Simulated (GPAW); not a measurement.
A calculation with GPAW 26.7.0 of PtS2 (ASE script, structure by space group and Wyckoff sites):

File run.py:

```python
from ase.dft.bandgap import bandgap
from ase.io import write
from ase.spacegroup import crystal
from ase.units import GPa
from gpaw import GPAW, PW

# Pt 1a
# S 2d
atoms = crystal(['Pt', 'S'],
                basis=[[0.0, 0.0, 0.0],
                       [0.6666666667, 0.3333333333, 0.773]],
                spacegroup=164, setting=1,  # P-3m1
                cellpar=[3.5432, 3.5432, 5.0388, 90.0, 90.0, 120.0],
                primitive_cell=True)

calc = GPAW(mode=PW(500),
            xc='PBE',
            kpts={'size': (7, 7, 4), 'gamma': True},
            occupations={'name': 'fermi-dirac', 'width': 0.05},
            nbands=26,
            maxiter=120,
            txt='gpaw.txt')
atoms.calc = calc
energy = atoms.get_potential_energy()
forces = atoms.get_forces()
stress = atoms.get_stress()
calc.write('gs.gpw')
write('result.traj', atoms)
print(f'Energy: {energy:.6f} eV')
print('Forces (eV/A):')
print(forces.round(4))
print('Stress (GPa):', (stress / GPa).round(3))
print('Fermi level:', round(calc.get_fermi_level(), 4), 'eV')
print(f'Gap: {bandgap(calc)[0]:.4f} eV, direct: {bandgap(calc, direct=True)[0]:.4f} eV')
```

Potentials or basis: GPAW PAW data sets (gpaw-data 1.2.1), pw.

The run is started by

```console
$ OMP_NUM_THREADS=1 python run.py
```

Q: Write the same calculation in another form: ASE script, structure typed inline.

A: As run:

File run.py:

```python
from ase import Atoms
from ase.dft.bandgap import bandgap
from ase.io import write
from ase.units import GPa
from gpaw import GPAW, PW

atoms = Atoms(['Pt', 'S', 'S'],
              cell=[[3.5432, 0.0, 0.0],
                    [-1.7716, 3.0685012107, 0.0],
                    [0.0, 0.0, 5.0388]],
              scaled_positions=[[0.0, 0.0, 0.0],
                                [0.6666666667, 0.3333333333, 0.773],
                                [0.3333333333, 0.6666666667, 0.227]],
              pbc=True)

calc = GPAW(mode=PW(500),
            xc='PBE',
            kpts={'size': (7, 7, 4), 'gamma': True},
            occupations={'name': 'fermi-dirac', 'width': 0.05},
            nbands=26,
            maxiter=120,
            txt='gpaw.txt')
atoms.calc = calc
energy = atoms.get_potential_energy()
forces = atoms.get_forces()
stress = atoms.get_stress()
calc.write('gs.gpw')
write('result.traj', atoms)
print(f'Energy: {energy:.6f} eV')
print('Forces (eV/A):')
print(forces.round(4))
print('Stress (GPa):', (stress / GPa).round(3))
print('Fermi level:', round(calc.get_fermi_level(), 4), 'eV')
print(f'Gap: {bandgap(calc)[0]:.4f} eV, direct: {bandgap(calc, direct=True)[0]:.4f} eV')
```

Potentials or basis: GPAW PAW data sets (gpaw-data 1.2.1), pw.

Launch:

```sh
$ OMP_NUM_THREADS=1 python run.py
```

Both were run:

|  | ASE script, structure by space group and Wyckoff sites | ASE script, structure typed inline |
| --- | --- | --- |
| Pressure | 11.7 GPa | 11.7 GPa |
| Largest force | 1.291 eV/Å | 1.291 eV/Å |
| Band gap on the k mesh | 0.81 eV, indirect (least direct gap 0.98 eV) | 0.81 eV, indirect (least direct gap 0.98 eV) |

Keys that steer only the numerical path or the files written may differ.

Caveat: the cutoff is short for stress and forces, so pressures can be off by a GPa or more; spin-orbit coupling is left out, which moves the levels of the heavy elements; an odd mesh through Γ misses points on the zone boundary, where band edges often lie.
